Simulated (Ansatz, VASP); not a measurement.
**Tl in VASP and in Ansatz**

File INCAR:

```
SYSTEM = Tl
ALGO = Normal
EDIFF = 1E-6
EDIFFG = -0.01
ENCUT = 600
GGA = PS
IBRION = 2
ISIF = 3
ISMEAR = 0
LASPH = .TRUE.
LCHARG = .FALSE.
LREAL = .FALSE.
LWAVE = .FALSE.
NELM = 100
NSW = 100
PREC = Accurate
SIGMA = 0.1
```

The input KPOINTS:

```
k-points
0
G
  21 21 18
  0 0 0
```

Contents of POSCAR:

```
Tl
1.0
    3.3535284639      0.0000000000      0.0000000000
   -1.6767642320      2.9042408421      0.0000000000
    0.0000000000      0.0000000000      3.1334531585
Tl
1
Direct
    0.0000000000      0.0000000000      0.0000000000
```

Input for Ansatz:

```yaml
crystal:
  lattice:
    - [3.3535284639, 0.0, 0.0]
    - [-1.676764232, 2.9042408421, 0.0]
    - [0.0, 0.0, 3.1334531585]
  atoms:
    - { symbol: Tl, position: [0.0, 0.0, 0.0] }
basis:
  ecutwfc: 420
kpoints:
  mp_grid: { grid: [21, 21, 18] }
hamiltonian:
  xc: pbesol
scf:
  occupations: { method: gaussian, width: 0.1 }
output:
  forces: true
  stress: true
  eigenvalues: true
relax:
  adjacent_minimum: "off"
  f_tol: 0.01
  max_steps: 80
  cell: { stress_tol: 0.05 }
```

Alike in both runs: task relaxation of cell and atoms; functional PBEsol; k mesh 21 × 21 × 18; occupations gaussian, width 0.1 eV; no spin polarisation.

|  | VASP | Ansatz |
| --- | --- | --- |
| version | VASP 6.6.1 | Ansatz 0.2.0 |
| potentials or method | VASP PAW PBE potentials, release 64 (Tl_d) | scalar-relativistic, plane waves, PAW |
| plane-wave cutoff (eV) | 600 | 420 |
| valence electrons in the cell | 13 | 13 |

|  | VASP | Ansatz | Ansatz less VASP |
| --- | --- | --- | --- |
| gap on the k mesh at the Fermi level, each at its own relaxed structure (eV) | none | none | - |
| relaxed volume (Å³/atom) | 29.78 | 29.81 | +0.028 |
| relaxed cell length with the largest relative difference (Å) | 3.145 | 3.148 | +0.0036 |
| energy change over the relaxation (meV/atom) | -3 | -3 | -0.1 |

A gap of «none» marks a metal or a gap that the smearing closes.

Caveats: the PAW data sets were made with another functional, which shifts forces and pressure a little (VASP). The runs have no spin-orbit coupling, so splittings on Tl are missing.
